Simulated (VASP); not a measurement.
# Cs: relaxed cell and band gap, by functional

Cs, I4/mmm (no. 139), 1 atom in the cell.

| Functional | Volume (Å³/atom) | Change from the starting volume (fraction) | Gap, path and mesh (eV) | Time (s) |
|---|---|---|---|---|
| OPTX + LYP (libxc) | 145.61 | 0.175 | 0.00 | 260 |
| SOGGA11 (libxc) | 178.16 | 0.437 | 0.00 | 506 |
| APBE (libxc) | 118.81 | -0.041 | 0.00 | 216 |
| PBEint (libxc) | 116.30 | -0.062 | 0.00 | 217 |
| B86 with PBE correlation (libxc) | 121.69 | -0.018 | 0.00 | 226 |
| PW91 (libxc) | 115.54 | -0.068 | 0.00 | 270 |
| PBE (libxc) | 116.48 | -0.060 | 0.00 | 220 |

## Input of the first row

INCAR.step1:
```
PREC = Accurate
ENCUT = 600
EDIFF = 1E-7
ISMEAR = 1
SIGMA = 0.1
LREAL = False
LASPH = True
GGA_COMPAT = False
ALGO = Normal
NELM = 150
ISIF = 3
LWAVE = False
LCHARG = False
GGA = LIBXC
LIBXC1 = GGA_X_OPTX
LIBXC2 = GGA_C_LYP
IBRION = 2
EDIFFG = -0.005
NSW = 60
```

INCAR.step2, as INCAR.step1 but for:
```
- NSW = 60
+ NSW = 40
```

INCAR.step3, as INCAR.step2 but for:
```
- ISIF = 3
- IBRION = 2
- EDIFFG = -0.005
- NSW = 40
+ ISIF = 2
+ NBANDS = 10
```

KPOINTS:
```
k-points
0
Gamma
  7 7 7
```

KPOINTS_OPT:
```
path GXYSGZS1NPY1Z,XP
8
line-mode
reciprocal
 0.0000000000  0.0000000000  0.0000000000  G
 0.0000000000  0.0000000000  0.5000000000  X

 0.0000000000  0.0000000000  0.5000000000  X
-0.2252561381  0.2252561381  0.5000000000  Y

-0.2252561381  0.2252561381  0.5000000000  Y
-0.3626280691  0.3626280691  0.3626280691  S

-0.3626280691  0.3626280691  0.3626280691  S
 0.0000000000  0.0000000000  0.0000000000  G

 0.0000000000  0.0000000000  0.0000000000  G
 0.5000000000  0.5000000000 -0.5000000000  Z

 0.5000000000  0.5000000000 -0.5000000000  Z
 0.3626280691  0.6373719309 -0.3626280691  S1

 0.3626280691  0.6373719309 -0.3626280691  S1
 0.0000000000  0.5000000000  0.0000000000  N

 0.0000000000  0.5000000000  0.0000000000  N
 0.2500000000  0.2500000000  0.2500000000  P

 0.2500000000  0.2500000000  0.2500000000  P
 0.5000000000  0.5000000000 -0.2252561381  Y1

 0.5000000000  0.5000000000 -0.2252561381  Y1
 0.5000000000  0.5000000000 -0.5000000000  Z

 0.0000000000  0.0000000000  0.5000000000  X
 0.2500000000  0.2500000000  0.2500000000  P
```

POSCAR.step1:
```
Cs
1.0
   -2.7500754600      2.7500754600      4.0972389800
    2.7500754600     -2.7500754600      4.0972389800
    2.7500754600      2.7500754600     -4.0972389800
Cs
1
Direct
    0.0000000000      0.0000000000      0.0000000000
```

Commands (each step's output is kept before the next begins):
```
cat potpaw_PBE.64/Cs_sv/POTCAR > POTCAR
cp INCAR.step1 INCAR
cp POSCAR.step1 POSCAR
mpirun -np 1 vasp_std > vasp.out
cp CONTCAR POSCAR
rm WAVECAR CHG
cp INCAR.step2 INCAR
mpirun -np 1 vasp_std > vasp.out
cp CONTCAR POSCAR
rm WAVECAR CHG
cp INCAR.step3 INCAR
mpirun -np 1 vasp_std > vasp.out
```

Changes of the last row against the first:
```
(all steps)
- LIBXC1 = GGA_X_OPTX
- LIBXC2 = GGA_C_LYP
+ LIBXC1 = GGA_X_PBE
+ LIBXC2 = GGA_C_PBE
```

VASP 6.6.1 took 260 s on 1 core (Intel Xeon 6975P-C (Granite Rapids)), a shared host.
